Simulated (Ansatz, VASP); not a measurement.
# AlN: VASP beside Ansatz

Contents of INCAR:

```
SYSTEM = AlN
ALGO = Normal
EDIFF = 1E-7
ENCUT = 520
GGA = PE
ISIF = 2
ISMEAR = 0
LASPH = .True.
LCHARG = .False.
LREAL = .False.
LWAVE = .False.
NBANDS = 16
NELM = 80
PREC = Accurate
SIGMA = 0.05
```

KPOINTS

```
k-points
0
Gamma
  9 9 6
  0 0 0
```

File POSCAR:

```
AlN
1.0
    3.1892000000      0.0000000000      0.0000000000
   -1.5946000000      2.7619282177      0.0000000000
    0.0000000000      0.0000000000      3.6851000000
Al N
2 2
Direct
    0.3333333333      0.6666666667      0.7500000000
    0.6666666667      0.3333333333      0.2500000000
    0.3333333333      0.6666666667      0.2500000000
    0.6666666667      0.3333333333      0.7500000000
```

Input for Ansatz:

```yaml
crystal:
  lattice:
    - [3.1892, 0.0, 0.0]
    - [-1.5946, 2.7619282177, 0.0]
    - [0.0, 0.0, 3.6851]
  atoms:
    - { symbol: Al, position: [0.3333333333, 0.6666666667, 0.75] }
    - { symbol: Al, position: [0.6666666667, 0.3333333333, 0.25] }
    - { symbol: "N", position: [0.3333333333, 0.6666666667, 0.25] }
    - { symbol: "N", position: [0.6666666667, 0.3333333333, 0.75] }
basis:
  ecutwfc: 520.0
kpoints:
  mp_grid: { grid: [9, 9, 6] }
hamiltonian:
  xc: pbe
  pseudopotentials: { kind: paw, azcp: { folder: soft_1 } }
scf:
  occupations: { method: gaussian, width: 0.05 }
output:
  forces: true
  stress: true
  eigenvalues: true
```

Alike in both runs: task single point; functional PBE; k mesh 9 × 9 × 6; occupations gaussian, width 0.05 eV; no spin polarisation.

```csv
,VASP,Ansatz
version,VASP 6.6.1,Ansatz 0.2.0
potentials or method,"VASP PAW PBE potentials, release 64 (Al, N)","scalar-relativistic, plane waves, PAW"
plane-wave cutoff (eV),520,520
valence electrons in the cell,16,16
```

|  | VASP | Ansatz | Ansatz less VASP |
| --- | --- | --- | --- |
| gap on the k mesh at the Fermi level (eV) | 4.67 | 4.69 | +0.019 |
| least direct gap on the mesh (eV) | 4.75 | 4.74 | -0.015 |

With one functional, cell and mesh, what is left measures potentials, basis and numerics.

Caveats: an odd mesh through Γ misses points on the zone boundary, where band edges often lie. A hybrid or GW would open this gap; PBE tends to underestimate it.
